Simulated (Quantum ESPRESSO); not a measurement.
# Direction dependence of the hole masses of zincblende GaAs at Γ, PBEsol with and without spin-orbit coupling

Without spin-orbit coupling, the heaviest hole among my three directions in GaAs lies along [110], with 2.450 free-electron masses. With the coupling on, the heaviest lies along [111], with only 0.789, and [110] falls between the other two. I should like to understand how a coupling that leaves the crystal cubic can reorder the directions. The answer matters for hole transport and for confined holes, where the mass along one axis sets the level spacing. The masses are curvatures of PBEsol Kohn-Sham bands at Γ, at the measured lattice, in units of the free-electron mass. I compare directions and the two treatments of spin-orbit coupling with each other; the table holds no measured masses.

## Systems and settings

GaAs (zincblende), space group 216, 2 atoms in the cell, a known phase, held at the measured lattice of a database entry (primitive vectors 3.998, 3.998, 3.998 angstrom) for every row; symmetry fixes all atomic positions. Quantum ESPRESSO 7.5 with PseudoDojo norm-conserving pseudopotentials; plane waves, scalar-relativistic unless spin-orbit coupling is named, no spin polarisation, no Hubbard U. Functional PBEsol; cutoffs 1143 eV, self-consistent k mesh 12x12x12. Masses are central differences along each direction at 0.008 1/angstrom (0.03 where the band is too flat for the smaller step); with spin-orbit coupling each band is the mean of its spin pair. Kohn-Sham gaps 0.33 eV with and 0.44 eV without spin-orbit coupling.

Notes on method and selection:

- Semilocal Kohn-Sham gaps lie below measured gaps, and light masses that scale with the gap come out too small.
- With spin-orbit coupling the Luttinger form holds near Gamma: m_e/m = gamma1 -/+ 2 sqrt(gamma2^2 + 3 (gamma3^2 - gamma2^2) K) for heavy and light holes, K being the cubic invariant. Without it the three bands are sorted by energy along each direction.
- Runs of this code whose gap, pressure or static dielectric constant lay far from a check run of another code, or whose pseudopotential file was found faulty, are left out.
- Runs that did not converge, have known faults, used another set of PAW files or may not be shown are not listed.

Columns:

- cubic invariant: cubic invariant of the direction, x^2 y^2 + y^2 z^2 + z^2 x^2 of the unit vector.
- depth at Gamma (eV): depth of the band at Gamma below the valence top.
- inverse mass: inverse hole mass along the direction, free-electron mass over hole mass.
- hole mass (m_e): hole mass along the direction, in free-electron masses.

## Results

| member | band | cubic invariant | depth at Gamma (eV) | inverse mass | hole mass (m_e) |
| --- | --- | --- | --- | --- | --- |
| [100] | heavy hole, with spin-orbit coupling | 0.000 | 0.000 | 3.13 | 0.319 |
| [110] | heavy hole, with spin-orbit coupling | 0.250 | 0.000 | 1.72 | 0.582 |
| [111] | heavy hole, with spin-orbit coupling | 0.333 | 0.000 | 1.27 | 0.789 |
| [100] | light hole, with spin-orbit coupling | 0.000 | 0.000 | 34.72 | 0.029 |
| [110] | light hole, with spin-orbit coupling | 0.250 | 0.000 | 35.97 | 0.028 |
| [111] | light hole, with spin-orbit coupling | 0.333 | 0.000 | 36.36 | 0.028 |
| [100] | split-off hole, with spin-orbit coupling | 0.000 | 0.338 | 10.16 | 0.098 |
| [110] | split-off hole, with spin-orbit coupling | 0.250 | 0.338 | 10.19 | 0.098 |
| [111] | split-off hole, with spin-orbit coupling | 0.333 | 0.338 | 10.20 | 0.098 |
| [100] | upper band, without | 0.000 | 0.000 | 2.93 | 0.341 |
| [110] | upper band, without | 0.250 | 0.000 | 0.41 | 2.450 |
| [111] | upper band, without | 0.333 | 0.000 | 1.25 | 0.803 |
| [100] | middle band, without | 0.000 | 0.000 | 2.93 | 0.341 |
| [110] | middle band, without | 0.250 | 0.000 | 2.93 | 0.341 |
| [111] | middle band, without | 0.333 | 0.000 | 1.25 | 0.803 |
| [100] | lower band, without | 0.000 | 0.000 | 38.31 | 0.026 |
| [110] | lower band, without | 0.250 | 0.000 | 40.82 | 0.025 |
| [111] | lower band, without | 0.333 | 0.000 | 41.67 | 0.024 |

## Interpretation

With spin-orbit coupling the heavy-hole mass rises from 0.319 along [100] to 0.789 along [111], while the light and split-off masses hardly depend on direction. I work with inverse masses, because contributions to the curvature add.

I first leave spin-orbit coupling out and assume that the valence top consists of three degenerate p orbitals, coupled to all other bands to second order in k. For a unit vector (x, y, z), cubic symmetry then allows three parameters. The diagonal elements are of the type l x² + m (y² + z²), the off-diagonal ones of the type n x y. Diagonalising gives these inverse masses:

- [100]: l, and m twice.
- [110]: (l + m + n)/2, m, and (l + m − n)/2.
- [111]: (l + 2m + 2n)/3, and (l + 2m − n)/3 twice.

The first entry in each line is the steep band, whose orbital points along k. The other two are flat bands with transverse orbitals.

Next I assume that the spin-orbit splitting is large compared with the hole energy and leaves l, m and n unchanged. The heavy hole then holds the two transverse orbitals in equal parts, so its inverse mass is the mean of the two flat bands. The light hole takes 2/3 of the steep band and 1/3 of that mean; the split-off hole takes 1/3 and 2/3. Along [110] I neglect a small heavy-light mixing, worth about 0.02 in inverse mass.

This averaging resolves the puzzle. Along [110] one flat band is extremely flat and the other is not, and spin-orbit coupling merges them into a hole of middling mass.

The warping itself comes from higher, p-like conduction states, which push the transverse orbitals down in energy away from Γ and so raise their inverse hole masses. By symmetry this push acts fully on both orbitals along [100], on only one of them along [110], and at one third strength on both along [111]. The s-like conduction band alone would give n = l − m and no warping.

## Fixing and testing the model

I fix the three parameters on [100] and [110] without spin-orbit coupling. The [100] rows give l = 38.31 and m = 2.93 directly. The upper band along [110], with inverse mass 0.41, gives

n = 38.31 + 2.93 − 2 × 0.41 = 40.42

Five other rows then follow without further adjustment.

**[111], lower band, without coupling.** The model gives (38.31 + 2 × 2.93 + 2 × 40.42)/3 = 41.67, and the table has 41.67.

**[111], upper and middle bands, without coupling.** The model gives (38.31 + 2 × 2.93 − 40.42)/3 = 1.25, and the table has 1.25 for both.

**[110], heavy hole, with coupling.** The mean of the two flat bands is (0.41 + 2.93)/2 = 1.67, against 1.72 in the table. As a mass this is 1/1.67 = 0.599, against 0.582.

**[111], heavy hole, with coupling.** The two flat bands are equal, so their mean is (1.25 + 1.25)/2 = 1.25, against 1.27 in the table. As a mass this is 1/1.25 = 0.800, against 0.789.

The two heavy-hole estimates miss by 0.05 and 0.02, while the tabulated heavy-hole values span 3.13 − 1.27 = 1.86. The model therefore carries the directional effect from one treatment to the other.

The mass of 2.450 along [110] deserves some caution. Its inverse is half the small difference between l + m, which is 38.31 + 2.93 = 41.24, and n = 40.42. Raising n by one per cent, or 0.01 × 40.42 = 0.40, would lower the inverse mass from 0.41 to 0.21 and roughly double the mass. The flatness of this band is a sound result, but its exact mass is delicate.

## Departures from the trend

The light and split-off holes break the model. Along [100] it gives the light hole (2 × 38.31 + 2.93)/3 = 26.52, which is too low by 34.72 − 26.52 = 8.20, and the split-off hole (38.31 + 2 × 2.93)/3 = 14.72, which is too high by 14.72 − 10.16 = 4.56. The misses are nearly the same along [110] and [111], so the fault lies in an isotropic term.

The assumption that fails is that l stays fixed. Spin-orbit coupling narrows the gap to the s-like conduction band for the light hole and widens it for the split-off hole. Suppose that band supplies all of l apart from the free-electron term of −1; its share is then about 39. The gap seen by the split-off hole is 0.33 + 0.338 = 0.668 eV. The corrections, for the light hole and then the split-off hole, are

2 × 39 × (0.44/0.33 − 1) / 3 = 8.7 (to be added)

39 × (1 − 0.44/0.668) / 3 = 4.4 (to be subtracted)

Both have the right sign and nearly the right size.

The heavy hole along [100] is also missed, by 3.13 − 2.93 = 0.20. The valence top rises by about 0.1 eV, closer to the p-like conduction states, which would strengthen their push most along [100]. That may account for part of the miss.

## What to take away

For the heavy hole, averaging the two flat bands works in all three directions, provided the hole energy stays well below the 0.338 eV splitting. The light and split-off holes also need the change of gap.

The largest effect left out is the error of the Kohn-Sham gap, which lies well below the measured gap of GaAs. It makes the light-hole mass too small in every direction, most likely by far more than the 5% or so by which the light-hole inverse mass varies between directions. The heavy hole is much less exposed, because its transverse orbitals do not couple to the s-like conduction band at this order. I would therefore trust the heavy-hole warping well before the absolute light-hole mass.
